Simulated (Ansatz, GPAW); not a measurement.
# A Ga chain with one P atom in line: relaxation, then transmission at several levels

Aim: the conductance of a Ga chain with one P atom in line after relaxation, and whether geometry, basis or functional moves it most.

Method: Ansatz plane waves; relaxation of the junction with the lead ends held; PAW set soft_1, in the first sound run; inputs show where later runs differ, in GPAW 26.7.0 and Ansatz 0.2.0.

## Step 1: The structure

The cell holds 13 atoms: 12 Ga and 1 P. Cell: a = 9.000 Å, b = 9.000 Å, c = 32.572 Å, α = 90.0°, β = 90.0°, γ = 90.0°. Regions: left lead, 6 atoms (6 Ga); channel, 1 atom (1 P); right lead, 6 atoms (6 Ga). Vacuum lies along a and b. The structure is stacked along c, and the current runs across the ab planes.

## Step 2: Relaxation

Transmission follows bond lengths closely, so the atoms between the held lead ends are relaxed first, from a slightly shaken start that lets symmetry break.

File input.yaml:

```yaml
crystal:
  lattice:
    - [9.0, 0.0, 0.0]
    - [0.0, 9.0, 0.0]
    - [0.0, 0.0, 32.5716]
  atoms:
    - { symbol: Ga, position: [0.5, 0.5, 0.0391445308] }
    - { symbol: Ga, position: [0.5, 0.5, 0.1174335925] }
    - { symbol: Ga, position: [0.5, 0.5, 0.1957226541] }
    - { symbol: Ga, position: [0.5, 0.5, 0.2740117157] }
    - { symbol: Ga, position: [0.5060891885, 0.4897388936, 0.3531832001] }
    - { symbol: Ga, position: [0.5002321241, 0.5043941667, 0.430945022] }
    - { symbol: P, position: [0.5060908621, 0.5001058125, 0.499524528] }
    - { symbol: Ga, position: [0.5019349497, 0.5014403562, 0.5690814949] }
    - { symbol: Ga, position: [0.4991756539, 0.5023981356, 0.6483479313] }
    - { symbol: Ga, position: [0.5, 0.5, 0.7259882843] }
    - { symbol: Ga, position: [0.5, 0.5, 0.8042773459] }
    - { symbol: Ga, position: [0.5, 0.5, 0.8825664075] }
    - { symbol: Ga, position: [0.5, 0.5, 0.9608554692] }
kpoints:
  mp_grid: { grid: [1, 1, 3] }
hamiltonian:
  xc: pbe
  pseudopotentials: { kind: paw, azcp: { folder: soft_1 } }
scf:
  occupations: { method: fermi_dirac, width: 0.1 }
relax:
  f_tol: 0.03
  max_steps: 80
  constraints: [{ sites: [0, 1, 2, 3, 9, 10, 11, 12] }]
```

Started as:

```sh
$ ansatz run input.yaml --threads 4 --pin off --max-ram 8192MiB --backend cpu --events-out ev --progress --plain --runs-dir out
```

Numbers of over 12 decimals in the logs are rounded to 6 here.

Output:

```text
Engine: ansatz 0.2.0, x86_64-unknown-linux-gnu
Pseudopotentials: kind: paw
Pseudopotential: Ga, paw, valence charge 13, recommended cutoff 420 eV (normal), soft_1/Ga.paw.azcp
Pseudopotential: P, paw, valence charge 5, recommended cutoff 420 eV (normal), soft_1/P.paw.azcp
Functional definition: PBE
  parameter kappa = 0.804
  parameter beta = 0.066725
  exchange = pbe_x(kappa = kappa, mu = beta*pi^2/3)
  correlation = pbe_c(beta = beta)
Crystal: 13 atoms, lattice volume = 2638.300 Å³
Basis set: ecut = 420 eV, 51505 PW (Γ), exchange–correlation on 128×128×450 points (8 copies of the dense FFT grid, shifted against one another)
Bands: 97, of which v1, the nominal top of the filled ones, is band 81 counted from 1 (80 counted from 0)
Symmetry: 1 space group operations
Space group: P1 (ITA 1), of the structure as read, at distance tolerance 1.4e-4 Å
k-points: 2 of 3 (time reversal used)
Non-local potential: Ga, projectors of the file, l = 0: 2, l = 1: 2, l = 2: 3, l = 3: 1
Non-local potential: P, projectors of the file, l = 0: 2, l = 1: 2, l = 2: 1
PAW form: soft (Blöchl's): semilocal exchange-correlation on the pseudo side does not see the compensation charge
PAW one-centre angular grid: Ga, 590 points (default); XC on 64 Gauss nodes
PAW one-centre angular grid: P, 110 points (default); XC on 64 Gauss nodes
Initial density: superposition of atomic densities (neutral atoms: chi_scale 0, normalization atom)
Initial wavefunctions: pseudopotential atomic-orbital guess
Functional: x = pbe(κ = 0.804, μ = 0.219515), c = pbe(β = 0.066725)
SCF iter   1: F=—  HF=-46138.215252 eV  |F-HF|=—  |Δ(HF+E_count)|=         —  Δρ=1.03e-2  dr2=9.17e0  ethr=3.10e-3  ⟨swp⟩=6.5  Hψ=671  notcnv=0
preconditioner: auto → LDOS  [metal: Δε(μ)=0.159 eV  Ē_g=13.521 eV  σ=0.100 eV  W_gap=0.37  n_scr=244 (ndim 8)  ℏωp=9.2 eV  f_vac=0.716  D(μ)=21.82/eV (n_scr^D=84)  β→1.0]
SCF iter   2: F=—  HF=-46137.823302 eV  |F-HF|=—  |Δ(HF+E_count)|=   3.92e-1  Δρ=1.23e-2  dr2=2.26e1  ethr=3.10e-3  ⟨swp⟩=5.0  Hψ=483  notcnv=0  recentre
SCF iter   3: F=—  HF=-46136.381630 eV  |F-HF|=—  |Δ(HF+E_count)|=    1.44e0  Δρ=3.96e-3  dr2=1.97e0  ethr=3.10e-3  ⟨swp⟩=5.5  Hψ=322  notcnv=0  defer=1
SCF iter   4: F=—  HF=-46136.004158 eV  |F-HF|=—  |Δ(HF+E_count)|=   3.77e-1  Δρ=8.18e-4  dr2=4.85e-2  ethr=1.22e-3  ⟨swp⟩=3.0  Hψ=292  notcnv=0
SCF iter   5: F=—  HF=-46136.017379 eV  |F-HF|=—  |Δ(HF+E_count)|=   1.32e-2  Δρ=1.01e-3  dr2=3.24e-2  ethr=3.01e-5  ⟨swp⟩=2.0  Hψ=358  notcnv=0
SCF iter   6: F=—  HF=-46136.001592 eV  |F-HF|=—  |Δ(HF+E_count)|=   1.58e-2  Δρ=3.20e-4  dr2=9.84e-3  ethr=2.01e-5  ⟨swp⟩=2.0  Hψ=356  notcnv=0
SCF iter   7: F=—  HF=-46136.000381 eV  |F-HF|=—  |Δ(HF+E_count)|=   1.21e-3  Δρ=1.30e-4  dr2=3.05e-3  ethr=6.11e-6  ⟨swp⟩=3.0  Hψ=457  notcnv=0
SCF iter   8: F=—  HF=-46136.000212 eV  |F-HF|=—  |Δ(HF+E_count)|=   1.69e-4  Δρ=7.22e-5  dr2=4.86e-4  ethr=1.89e-6  ⟨swp⟩=2.0  Hψ=213  notcnv=0
SCF iter   9: F=—  HF=-46136.000155 eV  |F-HF|=—  |Δ(HF+E_count)|=   5.78e-5  Δρ=3.33e-5  dr2=1.20e-4  ethr=3.02e-7  ⟨swp⟩=2.0  Hψ=236  notcnv=0
SCF iter  10: F=—  HF=-46136.000150 eV  |F-HF|=—  |Δ(HF+E_count)|=   4.49e-6  Δρ=2.34e-5  dr2=2.95e-5  ethr=7.44e-8  ⟨swp⟩=2.0  Hψ=360  notcnv=0
SCF iter  11: F=-46136.000138 eV  HF=-46136.000144 eV  |F-HF|=5.57e-6  |Δ(HF+E_count)|=   6.58e-6  Δρ=9.74e-6  dr2=7.56e-6  ethr=1.40e-8  ⟨swp⟩=5.0  Hψ=717  notcnv=0
SCF 1 converged in 11 iterations: F = -46136.000138 eV  dr2 = 7.56e-6
  greatest PAW one-centre occupation: 0.995 electrons in one spin orbital (limit 2), on the Ga atom at site 7 (counted from 0), in its partial waves of l = 2
relax step   1: F+E_penalty+E_count = -46136.00013803 eV  Δ(F+E_penalty+E_count) = +0.000e0 eV  max|allowed force component| = 6.617e-1 eV/Å  Δτ_max = 0.0000 Å  (11 SCF iters, dr2 threshold 2.25e-5 eV, accepted)
Initial density: handed on by an earlier stage of this run
Initial wavefunctions: those handed on with the density
iter 1 solved again at ethr=4.76e-5 eV; its pass at ethr=3.10e-3 eV (dr2=7.66e-2 eV) is discarded
SCF iter   1: F=—  HF=-46136.088175 eV  |F-HF|=—  |Δ(HF+E_count)|=         —  Δρ=8.82e-4  dr2=7.28e-2  ethr=4.76e-5  ⟨swp⟩=2.0  Hψ=580  notcnv=0
preconditioner: auto → LDOS  [metal: Δε(μ)=0.079 eV  Ē_g=13.502 eV  σ=0.100 eV  W_gap=0.19  n_scr=244 (ndim 8)  ℏωp=9.2 eV  f_vac=0.740  D(μ)=22.47/eV (n_scr^D=84)  β→1.0]
SCF iter   2: F=—  HF=-46136.083430 eV  |F-HF|=—  |Δ(HF+E_count)|=   4.75e-3  Δρ=4.85e-4  dr2=9.78e-3  ethr=4.52e-5  ⟨swp⟩=2.0  Hψ=370  notcnv=0
SCF iter   3: F=—  HF=-46136.081717 eV  |F-HF|=—  |Δ(HF+E_count)|=   1.71e-3  Δρ=1.22e-4  dr2=1.09e-3  ethr=6.08e-6  ⟨swp⟩=2.0  Hψ=360  notcnv=0
SCF iter   4: F=—  HF=-46136.081585 eV  |F-HF|=—  |Δ(HF+E_count)|=   1.32e-4  Δρ=5.71e-5  dr2=3.14e-4  ethr=6.74e-7  ⟨swp⟩=2.0  Hψ=354  notcnv=0
SCF iter   5: F=—  HF=-46136.081562 eV  |F-HF|=—  |Δ(HF+E_count)|=   2.37e-5  Δρ=3.29e-5  dr2=8.67e-5  ethr=1.95e-7  ⟨swp⟩=2.0  Hψ=326  notcnv=0
SCF iter   6: F=-46136.081538 eV  HF=-46136.081553 eV  |F-HF|=1.49e-5  |Δ(HF+E_count)|=   8.42e-6  Δρ=1.39e-5  dr2=2.30e-5  ethr=1.70e-8  ⟨swp⟩=5.0  Hψ=698  notcnv=0
SCF 2 converged in 6 iterations: F = -46136.081538 eV  dr2 = 2.30e-5
  greatest PAW one-centre occupation: 0.995 electrons in one spin orbital (limit 2), on the Ga atom at site 8 (counted from 0), in its partial waves of l = 2
relax step   2: F+E_penalty+E_count = -46136.08153838 eV  Δ(F+E_penalty+E_count) = -8.140e-2 eV  max|allowed force component| = 3.176e-1 eV/Å  Δτ_max = 0.1682 Å  (6 SCF iters, dr2 threshold 2.74e-5 eV, accepted)
SCF iter   1: F=—  HF=-46136.191658 eV  |F-HF|=—  |Δ(HF+E_count)|=         —  Δρ=8.74e-4  dr2=1.08e-1  ethr=6.30e-4  ⟨swp⟩=4.5  Hψ=372  notcnv=0
preconditioner: auto → LDOS  [metal: Δε(μ)=0.097 eV  Ē_g=13.498 eV  σ=0.100 eV  W_gap=0.23  n_scr=244 (ndim 8)  ℏωp=9.2 eV  f_vac=0.739  D(μ)=21.15/eV (n_scr^D=84)  β→1.0]
SCF iter   2: F=—  HF=-46136.189157 eV  |F-HF|=—  |Δ(HF+E_count)|=   2.50e-3  Δρ=4.28e-4  dr2=2.50e-2  ethr=6.69e-5  ⟨swp⟩=2.0  Hψ=400  notcnv=0
SCF iter   3: F=—  HF=-46136.187611 eV  |F-HF|=—  |Δ(HF+E_count)|=   1.55e-3  Δρ=1.08e-4  dr2=2.06e-3  ethr=1.55e-5  ⟨swp⟩=2.0  Hψ=346  notcnv=0
SCF iter   4: F=—  HF=-46136.187530 eV  |F-HF|=—  |Δ(HF+E_count)|=   8.10e-5  Δρ=8.36e-5  dr2=4.17e-4  ethr=1.28e-6  ⟨swp⟩=2.0  Hψ=346  notcnv=0
SCF iter   5: F=—  HF=-46136.187482 eV  |F-HF|=—  |Δ(HF+E_count)|=   4.85e-5  Δρ=3.86e-5  dr2=1.08e-4  ethr=2.59e-7  ⟨swp⟩=2.0  Hψ=357  notcnv=0
SCF iter   6: F=—  HF=-46136.187467 eV  |F-HF|=—  |Δ(HF+E_count)|=   1.50e-5  Δρ=1.76e-5  dr2=5.60e-5  ethr=6.68e-8  ⟨swp⟩=2.0  Hψ=298  notcnv=0
SCF iter   7: F=—  HF=-46136.187467 eV  |F-HF|=—  |Δ(HF+E_count)|=   1.54e-7  Δρ=6.05e-6  dr2=6.95e-6  ethr=3.48e-8  ⟨swp⟩=2.0  Hψ=207  notcnv=0
SCF iter   8: F=-46136.187466 eV  HF=-46136.187467 eV  |F-HF|=1.17e-6  |Δ(HF+E_count)|=   7.89e-8  Δρ=3.59e-6  dr2=1.66e-6  ethr=3.92e-9  ⟨swp⟩=5.0  Hψ=580  notcnv=0
SCF 3 converged in 8 iterations: F = -46136.187466 eV  dr2 = 1.66e-6
relax step   3: F+E_penalty+E_count = -46136.18746557 eV  Δ(F+E_penalty+E_count) = -1.059e-1 eV  max|allowed force component| = 4.095e-1 eV/Å  Δτ_max = 0.1966 Å  (8 SCF iters, dr2 threshold 6.31e-6 eV, accepted)
[... from here on, the SCF cycles and remarks between the steps are left out ...]
relax step   4: F+E_penalty+E_count = -46136.30265422 eV  Δ(F+E_penalty+E_count) = -1.152e-1 eV  max|allowed force component| = 3.588e-1 eV/Å  Δτ_max = 0.1950 Å  (6 SCF iters, dr2 threshold 3.86e-5 eV, accepted)
relax step   5: F+E_penalty+E_count = -46136.41072224 eV  Δ(F+E_penalty+E_count) = -1.081e-1 eV  max|allowed force component| = 1.902e-1 eV/Å  Δτ_max = 0.1976 Å  (6 SCF iters, dr2 threshold 9.89e-5 eV, accepted)
relax step   6: F+E_penalty+E_count = -46136.49795150 eV  Δ(F+E_penalty+E_count) = -8.723e-2 eV  max|allowed force component| = 1.770e-1 eV/Å  Δτ_max = 0.1952 Å  (8 SCF iters, dr2 threshold 1.02e-5 eV, accepted)
relax step   7: F+E_penalty+E_count = -46136.55509027 eV  Δ(F+E_penalty+E_count) = -5.714e-2 eV  max|allowed force component| = 2.074e-1 eV/Å  Δτ_max = 0.1953 Å  (8 SCF iters, dr2 threshold 8.80e-6 eV, accepted)
relax step   8: F+E_penalty+E_count = -46136.61371279 eV  Δ(F+E_penalty+E_count) = -5.862e-2 eV  max|allowed force component| = 1.197e-1 eV/Å  Δτ_max = 0.2000 Å  (6 SCF iters, dr2 threshold 3.73e-5 eV, accepted)
relax step   9: F+E_penalty+E_count = -46136.66183950 eV  Δ(F+E_penalty+E_count) = -4.813e-2 eV  max|allowed force component| = 2.803e-1 eV/Å  Δτ_max = 0.1951 Å  (8 SCF iters, dr2 threshold 4.77e-6 eV, accepted)
relax step  10: F+E_penalty+E_count = -46136.70032109 eV  Δ(F+E_penalty+E_count) = -3.848e-2 eV  max|allowed force component| = 4.829e-2 eV/Å  Δτ_max = 0.2000 Å  (6 SCF iters, dr2 threshold 2.62e-5 eV, accepted)
relax step  11: F+E_penalty+E_count = -46136.71236998 eV  Δ(F+E_penalty+E_count) = -1.205e-2 eV  max|allowed force component| = 4.265e-2 eV/Å  Δτ_max = 0.2000 Å  (10 SCF iters, accepted)
relax step  12: F+E_penalty+E_count = -46136.71558024 eV  Δ(F+E_penalty+E_count) = -3.210e-3 eV  max|allowed force component| = 2.481e-2 eV/Å  Δτ_max = 0.1425 Å  (10 SCF iters, accepted)
relax step  13: F+E_penalty+E_count = -46136.71817599 eV  Δ(F+E_penalty+E_count) = -2.596e-3 eV  max|allowed force component| = 1.969e-2 eV/Å  Δτ_max = 0.1359 Å  (9 SCF iters, accepted)
relax step  14: F+E_penalty+E_count = -46136.71889835 eV  Δ(F+E_penalty+E_count) = -7.224e-4 eV  max|allowed force component| = 7.962e-3 eV/Å  Δτ_max = 0.0635 Å  (9 SCF iters, accepted)
SCF iter   1: F=—  HF=-46136.723135 eV  |F-HF|=—  |Δ(HF+E_count)|=         —  Δρ=7.69e-4  dr2=3.82e-2  ethr=3.58e-4  ⟨swp⟩=4.0  Hψ=396  notcnv=0
preconditioner: auto → LDOS  [metal: Δε(μ)=0.098 eV  Ē_g=13.431 eV  σ=0.100 eV  W_gap=0.23  n_scr=244 (ndim 8)  ℏωp=9.2 eV  f_vac=0.734  D(μ)=21.25/eV (n_scr^D=84)  β→1.0]
SCF iter   2: F=—  HF=-46136.722979 eV  |F-HF|=—  |Δ(HF+E_count)|=   1.57e-4  Δρ=4.41e-4  dr2=1.59e-2  ethr=2.37e-5  ⟨swp⟩=2.0  Hψ=383  notcnv=0
SCF iter   3: F=—  HF=-46136.719900 eV  |F-HF|=—  |Δ(HF+E_count)|=   3.08e-3  Δρ=1.26e-4  dr2=2.33e-3  ethr=9.87e-6  ⟨swp⟩=3.0  Hψ=272  notcnv=0
SCF iter   4: F=—  HF=-46136.719683 eV  |F-HF|=—  |Δ(HF+E_count)|=   2.16e-4  Δρ=3.97e-5  dr2=1.64e-4  ethr=1.45e-6  ⟨swp⟩=2.0  Hψ=228  notcnv=0
SCF iter   5: F=—  HF=-46136.719693 eV  |F-HF|=—  |Δ(HF+E_count)|=   9.39e-6  Δρ=1.93e-5  dr2=3.80e-5  ethr=1.02e-7  ⟨swp⟩=2.0  Hψ=364  notcnv=0
SCF iter   6: F=—  HF=-46136.719602 eV  |F-HF|=—  |Δ(HF+E_count)|=   9.06e-5  Δρ=9.64e-6  dr2=7.86e-6  ethr=2.36e-8  ⟨swp⟩=2.0  Hψ=348  notcnv=0
SCF iter   7: F=—  HF=-46136.719602 eV  |F-HF|=—  |Δ(HF+E_count)|=   5.99e-8  Δρ=4.17e-6  dr2=1.72e-6  ethr=4.88e-9  ⟨swp⟩=2.0  Hψ=364  notcnv=0
SCF iter   8: F=—  HF=-46136.719602 eV  |F-HF|=—  |Δ(HF+E_count)|=   1.82e-9  Δρ=1.83e-6  dr2=2.37e-7  ethr=1.07e-9  ⟨swp⟩=2.0  Hψ=290  notcnv=0
SCF iter   9: F=-46136.719602 eV  HF=-46136.719602 eV  |F-HF|=2.51e-8  |Δ(HF+E_count)|=   3.91e-8  Δρ=9.41e-7  dr2=6.92e-8  ethr=6.21e-11  ⟨swp⟩=5.0  Hψ=631  notcnv=0
SCF 15 converged in 9 iterations: F = -46136.719602 eV  dr2 = 6.92e-8
relax step  15: F+E_penalty+E_count = -46136.71960213 eV  Δ(F+E_penalty+E_count) = -7.038e-4 eV  max|allowed force component| = 1.315e-2 eV/Å  Δτ_max = 0.1089 Å  (9 SCF iters, accepted)
SCF converged after 9 iterations
Free energy (F): -46136.719602 eV
Harris-Foulkes:  -46136.719602 eV  (|F-HF|=2.51e-8)
Internal energy: -46136.055832 eV  (E = F + TS)
E sigma→0 (E₀):  -46136.387717 eV
Entropy (-TS):   -0.663770 eV (-51.059 meV/atom)
Fermi energy:    -2.537471 eV
--- Per-component energies (eV) ---
  E_band       = -2385.496901
  E_kinetic    = 1373.635392
  E_local      = -40640.650770  (includes V_loc(G=0)·N_el)
  E_nonlocal   = -1161.112475
  E_hartree    = 21714.293563
  E_xc         = -818.110139
  E_vxc        = -706.530830  (∫ρ·V_xc dr)
  E_paw        = -24339.281892  (= ΣΔE_a)
  E_vpaw       = -4679.425975  (= ΣTr[D̂ρ^β])
  E_aug_tail   = -0.002351  (compensation charges beyond the density's cutoff)
  E_ewald      = -2264.827161
  E_smearing   = -0.663770  (= −TS)
  E_closure    = -0.000000  (closes the sum)
  Σ components = -46136.719602   (vs F -46136.719602, Δ=0.00e0)
--- Forces (eV/Å), atoms counted from 1 ---
  atom   1  Ga    -0.02539936     0.02730907     0.02929255
  atom   2  Ga     0.01875545    -0.01167154     0.07194270
  atom   3  Ga     0.03634579    -0.03483531    -0.23219605
  atom   4  Ga    -0.04871233     0.04262370     0.24356047
  atom   5  Ga     0.00312665     0.00065847     0.00168171
  atom   6  Ga    -0.00692408     0.00288676     0.00598445
  atom   7  P      0.00604236     0.00098451    -0.01315285
  atom   8  Ga    -0.00723859     0.00363289     0.00086037
  atom   9  Ga     0.00420683     0.00631088     0.00458462
  atom  10  Ga     0.02753117    -0.06753405    -0.29796735
  atom  11  Ga    -0.01263994     0.02920321     0.28074602
  atom  12  Ga    -0.01690606     0.04289588    -0.06335528
  atom  13  Ga     0.02188567    -0.04247211    -0.03196074
  max |Σ_I F_I| component: 7.36e-5 eV/Å
--- Relaxed structure (15 steps of the walk, 15 accepted, 0 SCFs on fresh bases) ---
  F+E_penalty+E_count = -46136.71960213 eV   max|allowed force component| = 1.315e-2 eV/Å
  atoms:
    - { symbol: Ga, position: [0.5, 0.5, 0.0391445308] }
    - { symbol: Ga, position: [0.5, 0.5, 0.117434] }
    - { symbol: Ga, position: [0.5, 0.5, 0.1957226541] }
    - { symbol: Ga, position: [0.5, 0.5, 0.2740117157] }
    - { symbol: Ga, position: [0.588124, 0.428212, 0.355339] }
    - { symbol: Ga, position: [0.517820, 0.488722, 0.440786] }
    - { symbol: P, position: [0.609174, 0.423474, 0.503164] }
    - { symbol: Ga, position: [0.516771, 0.491643, 0.564398] }
    - { symbol: Ga, position: [0.455140, 0.609674, 0.644997] }
    - { symbol: Ga, position: [0.5, 0.5, 0.7259882843] }
    - { symbol: Ga, position: [0.5, 0.5, 0.804277] }
    - { symbol: Ga, position: [0.5, 0.5, 0.8825664075] }
    - { symbol: Ga, position: [0.5, 0.5, 0.960855] }
```

It took 2.2 min on 4 threads of Intel Xeon Platinum 8488C (Sapphire Rapids), shared host; peak memory 2.6 GiB.

Step by step:

```tsv
step	energy less that of the first step (eV)	largest force component (eV/Å)
1	0.0000	0.6617
2	-0.0814	0.3176
3	-0.1873	0.4095
4	-0.3025	0.3588
5	-0.4106	0.1902
6	-0.4978	0.1770
7	-0.5550	0.2074
8	-0.6136	0.1197
9	-0.6617	0.2803
10	-0.7002	0.0483
11	-0.7122	0.0427
12	-0.7154	0.0248
13	-0.7180	0.0197
14	-0.7188	0.0080
15	-0.7195	0.0132
```

The atoms that moved most (Å):

```tsv
atom	dx	dy	dz	length
P7	0.928	-0.690	0.119	1.162
Ga9	-0.396	0.965	-0.109	1.049
Ga5	0.738	-0.554	0.070	0.926
Ga6	0.158	-0.141	0.321	0.384
Ga8	0.134	-0.088	-0.153	0.221
```

Numbers from this step:

- free energy: -46136.7196 eV
- smearing term TS: 0.6638 eV
- symmetry operations: 1

The relaxation lowered the energy of the cell by 0.719 eV.

(Continued in part 2 of 4.)

[Logs are printed without paths, hosts, clocks, repeated set-up lines and the standing remarks that a program may print on its own settings, such as how far it seeks lower states.]

[Hosts, paths, dates, database ids (printed as entryN), source tags and the programs' standing remarks are cut or masked in the printed files.]
